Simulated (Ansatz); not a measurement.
# Si: energy over two strains, part 2 of 2

A grid of calculations on Si (Fd-3m, No. 227; 2 atoms in the cell), to see where the energy is lowest and how it rises around there.

Ansatz 0.2.0; DFT PBE, scalar-relativistic, plane waves, PAW.

## Step 9: Point (−2.75 %, −5.25 %)

File input.yaml:

```yaml
crystal:
  lattice:
    - [0.0, 2.8817540355, 2.5911857163]
    - [2.7313421997, 0.0, 2.5911857163]
    - [2.7313421997, 2.8817540355, 0.0]
  atoms:
    - { symbol: Si, position: [0.5, 0.5, 0.5] }
    - { symbol: Si, position: [0.75, 0.75, 0.75] }
basis:
  ecutwfc: 420
kpoints:
  mp_grid: { grid: [8, 8, 8] }
hamiltonian:
  xc: pbe
  pseudopotentials: { kind: paw, azcp: { folder: soft_1 } }
scf:
  occupations: { method: gaussian, width: 0.05 }
output:
  forces: true
  stress: true
  eigenvalues: true
```

Launch:

```console
ansatz run input.yaml --threads 1 --pin off --max-ram 2048MiB --backend cpu --events-out ev --progress --plain --runs-dir out
```

What it wrote, shortened:

```text
Warning: RAYON_NUM_THREADS=1 ignored (pool sized by the plan → 1); use --threads N
[...]
Pseudopotentials: kind: paw
Pseudopotential: Si, paw, valence charge 4, recommended cutoff 420 eV (normal), <dir>
Functional definition: PBE
[...]
Crystal: 2 atoms, lattice volume = 40.791 Å³
Basis set: ecut = 420 eV, 813 PW (Γ), exchange–correlation on 54×54×54 points (8 copies of the dense FFT grid, shifted against one another)
Bands: 8, of which v1, the nominal top of the filled ones, is band 4 counted from 1 (3 counted from 0)
Symmetry: 8 space group operations
Space group: Fddd (ITA 70), of the structure as read, at distance tolerance 3.4e-5 Å
k-points: 95 of 512
[...]
SCF iter   1: F=—  HF=-1271.718093 eV  |F-HF|=—  |Δ(HF+E_count)|=         —  Δρ=4.50e-2  dr2=7.51e-1  ethr=3.10e-3  ⟨swp⟩=6.7  Hψ=7369  notcnv=0
[...]
SCF iter   6: F=-1271.551191 eV  HF=-1271.551191 eV  |F-HF|=1.12e-8  |Δ(HF+E_count)|=   2.51e-7  Δρ=1.12e-5  dr2=5.02e-8  ethr=1.25e-9  ⟨swp⟩=4.7  Hψ=4001  notcnv=0
[...]
SCF converged after 6 iterations
Free energy (F): -1271.551191 eV
[...]
E sigma→0 (E₀):  -1271.551136 eV
Entropy (-TS):   -0.000110 eV (-0.055 meV/atom)
Fermi energy:    6.217202 eV
[...]
--- Forces (eV/Å), atoms counted from 1 ---
  atom   1  Si    -0.00000000     0.00000000     0.00000000
  atom   2  Si     0.00000000     0.00000000    -0.00000000
[...]
--- Stress (GPa, compression-positive) ---
        0.994556       0.000000      -0.000000
        0.000000      -5.504733      -0.000000
       -0.000000      -0.000000       4.522862
  P = ⅓ Tr σ = 0.0042 GPa (0.042 kbar)
--- Band table (eV; the first three rows and the last of 95) ---
  k-point 0: bands = ["-5.7979", "5.6432", "6.0931", "6.3950", "8.4318", "8.6364", "8.8206", "9.0678"]
[...]
```

Wall time 0.71 s (1 thread of AMD EPYC 9R45 (Zen 5), shared host); peak memory 0.35 GiB.

That is 34 meV/atom from the zero.

## Step 10: Grid point (−2.75 %, −1.75 %)

input.yaml, as its differences from that of step 9:

```diff
@@ -2,5 +2,5 @@
   lattice:
-    - [0.0, 2.8817540355, 2.5911857163]
-    - [2.7313421997, 0.0, 2.5911857163]
-    - [2.7313421997, 2.8817540355, 0.0]
+    - [0.0, 2.8338957241, 2.6869023391]
+    - [2.6834838883, 0.0, 2.6869023391]
+    - [2.6834838883, 2.8338957241, 0.0]
   atoms:
```

Launch:

```console
ansatz run input.yaml --threads 1 --pin off --max-ram 2048MiB --backend cpu --events-out ev --progress --plain --runs-dir out
```

What it wrote, shortened:

```text
[...]
SCF converged after 6 iterations
Free energy (F): -1271.594668 eV
[...]
E sigma→0 (E₀):  -1271.594668 eV
Fermi energy:    6.325156 eV
[...]
--- Forces (eV/Å), atoms counted from 1 ---
  atom   1  Si     0.00000000     0.00000000     0.00000000
  atom   2  Si     0.00000000     0.00000000     0.00000000
[...]
--- Stress (GPa, compression-positive) ---
        1.963544       0.000000       0.000000
        0.000000      -3.736764       0.000000
        0.000000       0.000000       1.862555
  P = ⅓ Tr σ = 0.0298 GPa (0.298 kbar)
--- Band table (eV; the first three rows and the last of 95) ---
  k-point 0: bands = ["-5.8108", "5.7466", "6.1454", "6.1532", "8.5106", "8.5155", "8.7069", "9.0972"]
[...]
```

Run time: 0.76 s. Hardware: 1 thread of AMD EPYC 9R45 (Zen 5), shared host; peak memory 0.35 GiB.

On the map this point reads 13 meV/atom.

## Step 11: Point (−2.75 %, 5.25 %)

input.yaml, as its differences from that of step 10:

```diff
@@ -2,5 +2,5 @@
   lattice:
-    - [0.0, 2.8338957241, 2.6869023391]
-    - [2.6834838883, 0.0, 2.6869023391]
-    - [2.6834838883, 2.8338957241, 0.0]
+    - [0.0, 2.7381791013, 2.8783355847]
+    - [2.5877672655, 0.0, 2.8783355847]
+    - [2.5877672655, 2.7381791013, 0.0]
   atoms:
```

Launch:

```console
ansatz run input.yaml --threads 1 --pin off --max-ram 2048MiB --backend cpu --events-out ev --progress --plain --runs-dir out
```

What it wrote, shortened:

```text
Warning: RAYON_NUM_THREADS=1 ignored (pool sized by the plan → 1); use --threads N
[...]
[... 3 set-up lines as earlier in the session ...]
[...]
Crystal: 2 atoms, lattice volume = 40.790 Å³
Basis set: ecut = 420 eV, 813 PW (Γ), exchange–correlation on 54×54×54 points (8 copies of the dense FFT grid, shifted against one another)
Bands: 8, of which v1, the nominal top of the filled ones, is band 4 counted from 1 (3 counted from 0)
[... 2 set-up lines as earlier in the session ...]
k-points: 95 of 512
[...]
SCF iter   1: F=—  HF=-1271.718643 eV  |F-HF|=—  |Δ(HF+E_count)|=         —  Δρ=4.50e-2  dr2=7.50e-1  ethr=3.10e-3  ⟨swp⟩=6.6  Hψ=7385  notcnv=0
[...]
SCF iter   6: F=-1271.551854 eV  HF=-1271.551854 eV  |F-HF|=9.93e-9  |Δ(HF+E_count)|=   2.39e-7  Δρ=1.08e-5  dr2=4.61e-8  ethr=1.25e-9  ⟨swp⟩=6.7  Hψ=4386  notcnv=0
[...]
SCF converged after 6 iterations
Free energy (F): -1271.551854 eV
[...]
E sigma→0 (E₀):  -1271.551799 eV
Entropy (-TS):   -0.000110 eV (-0.055 meV/atom)
Fermi energy:    6.204740 eV
[...]
--- Forces (eV/Å), atoms counted from 1 ---
  atom   1  Si    -0.00000000    -0.00000000     0.00000000
  atom   2  Si     0.00000000     0.00000000     0.00000000
[...]
--- Stress (GPa, compression-positive) ---
        4.584606       0.000000      -0.000000
        0.000000       0.751558      -0.000000
       -0.000000      -0.000000      -5.331800
  P = ⅓ Tr σ = 0.0015 GPa (0.015 kbar)
--- Band table (eV; the first three rows and the last of 95) ---
  k-point 0: bands = ["-5.7978", "5.6549", "6.0755", "6.4011", "8.4267", "8.6459", "8.8172", "9.0707"]
[...]
```

It took 0.73 s on 1 thread of AMD EPYC 9R45 (Zen 5), shared host; peak memory 0.35 GiB.

Energy on the map's scale: 34 meV/atom.

## Step 12: The map

45 points were computed, 36 more follow by symmetry. Energies in meV/atom, from the relaxed crystal:

```
strain +e along z and -e/2 along x and y (%) ↓, strain +e along x and -e along y (%) →  −11.00  −8.25  −5.50  −2.75  0.00  2.75  5.50  8.25  11.00
                                                                                  7.00     145    104     74     55    49    55    74   104    145
                                                                                  5.25     134     89     55     34    27    34    55    89    134
                                                                                  3.50     129     81     43     20    12    20    43    81    129
                                                                                  1.75     131     78     37     12     3    12    37    78    131
                                                                                  0.00     138     81     37      9     0     9    37    81    138
                                                                                 −1.75     150     89     42     13     3    13    42    89    150
                                                                                 −3.50     168    102     52     21    11    21    52   102    168
                                                                                 −5.25     189    120     67     34    23    34    67   120    189
                                                                                 −7.00     214    141     85     52    40    52    85   141    214
```

The pressure (GPa) at each point:

```
strain +e along z and -e/2 along x and y (%) ↓, strain +e along x and -e along y (%) →  −11.00  −8.25  −5.50  −2.75   0.00   2.75   5.50   8.25  11.00
                                                                                  7.00   −0.65  −0.47  −0.14  −0.01   0.06  −0.01  −0.14  −0.47  −0.65
                                                                                  5.25   −0.60  −0.37  −0.08   0.00   0.04   0.00  −0.08  −0.37  −0.60
                                                                                  3.50   −0.53  −0.28  −0.06  −0.01   0.03  −0.01  −0.06  −0.28  −0.53
                                                                                  1.75   −0.46  −0.15  −0.02   0.02   0.02   0.02  −0.02  −0.15  −0.46
                                                                                  0.00   −0.37  −0.09   0.00   0.02   0.02   0.02   0.00  −0.09  −0.37
                                                                                 −1.75   −0.27  −0.04   0.03   0.03   0.02   0.03   0.03  −0.04  −0.27
                                                                                 −3.50   −0.18   0.01   0.06   0.03   0.02   0.03   0.06   0.01  −0.18
                                                                                 −5.25   −0.12   0.01   0.03   0.00  −0.01   0.00   0.03   0.01  −0.12
                                                                                 −7.00    0.05   0.00  −0.02  −0.03  −0.05  −0.03  −0.02   0.00   0.05
```

## Step 13: What came out

What follows sums up all 2 parts.

```
              quantity                                                                              value
          lowest point                                                       (0.00 %, 0.00 %), 0 meV/atom
highest computed point                                 (−11.00 %, −7.00 %), 214 meV/atom above the lowest
        pressure (GPa)  −0.65 at (−11.00 %, 7.00 %) to 0.06 at (0.00 %, 7.00 %); 0.02 at the lowest point
   time for all points                                                      33 s on 1 thread, shared host
```

The lowest computed point is at (0.00 %, 0.00 %), which is the relaxed crystal itself. The grid shows no other well, apart from its symmetry copies. The highest computed point, (−11.00 %, −7.00 %), lies 214 meV/atom above the lowest. Round the minimum the two coordinates are nearly uncoupled. The curvatures of the interpolated surface at the minimum, over the volume, give stiffnesses of about 200 and 140 GPa for the two patterns (per unit amplitude as drawn, so not the usual moduli); on a grid this wide they are rough. The gap closes in part of the range.

The gaps are Kohn-Sham values of a semilocal functional, not quasiparticle or optical gaps. Such gaps usually fall short of the measured ones.
